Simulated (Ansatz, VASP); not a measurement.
**Ru: VASP beside Ansatz**

```
Ru
1.0
     2.72074    0.00000    0.00000
    -1.36037    2.35623    0.00000
     0.00000    0.00000   22.44410
Ru
4
Cartesian
  2.0406 0.3927 8.0705
  -0.6802 1.9635 10.1402
  2.0406 0.3927 12.3039
  -0.6802 1.9635 14.3736
```

Alike in both runs: task single point; functional PBE; k mesh 14 × 14 × 1; occupations fermi-dirac, width 0.08 eV; no spin polarisation.

```csv
,VASP,Ansatz
version,VASP 6.6.1,Ansatz 0.2.0
potentials or method,"VASP PAW PBE potentials, release 64 (Ru_pv), cutoff 520 eV","all-electron LAPW, scalar-relativistic"
```

VASP gave:

| Property | Result |
| --- | --- |
| rms of the force components (eV/Å) | 0.005 |

What did Ansatz give for the same quantities?

rms of the force components (eV/Å): 0.001.

Atom by atom the forces differ by 0.006 eV/Å (rms over components). Ansatz ran all-electron here, so the differences hold the error of VASP's frozen core and of both bases. Ansatz warned: «slab_cell_height_set».
